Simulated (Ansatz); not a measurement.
**FePt (Tetraferroplatinum) in Ansatz: the effect of functional**

The system is FePt (Tetraferroplatinum).

```xyz
2
Lattice="2.7415 0.0000 0.0000 0.0000 2.7415 0.0000 0.0000 0.0000 3.7446" Properties=species:S:1:pos:R:3 pbc="T T T"
Pt    1.3708    1.3708    1.8723
Fe    0.0000    0.0000    0.0000
```

The cell isn't the ideal one: volume scaled by 1.02.

Alike in all runs:

- Program: Ansatz 0.2.0
- Task: single point
- Potentials or basis: Ansatz PAW
- k mesh: 10 × 10 × 7
- Occupations: fermi-dirac, width 0.05 eV
- Spin: collinear spin, ferromagnetic start
- Starting moments: [0.0, 3.0] μB

| functional | cutoff | pressure (GPa) | moment (μB) |
| --- | --- | --- | --- |
| LDA | 420 eV (not typed: the program's choice for these potentials) | -16.3 | 3.25 |
| r2SCAN | 500 eV (not typed: the program's choice for these potentials) | -2.1 | 3.61 |
| PBE | 420 eV (not typed: the program's choice for these potentials) | ? | ? |

Q: What does the run with functional PBE give?

A: Pressure -0.7 GPa; moment 3.32 μB.

Caveats: the PAW data sets come from PBE, with cores solved anew for the run's functional, which leaves a small shift of forces and pressure (some runs); the magnetic or orbital state may not be the lowest (some runs).
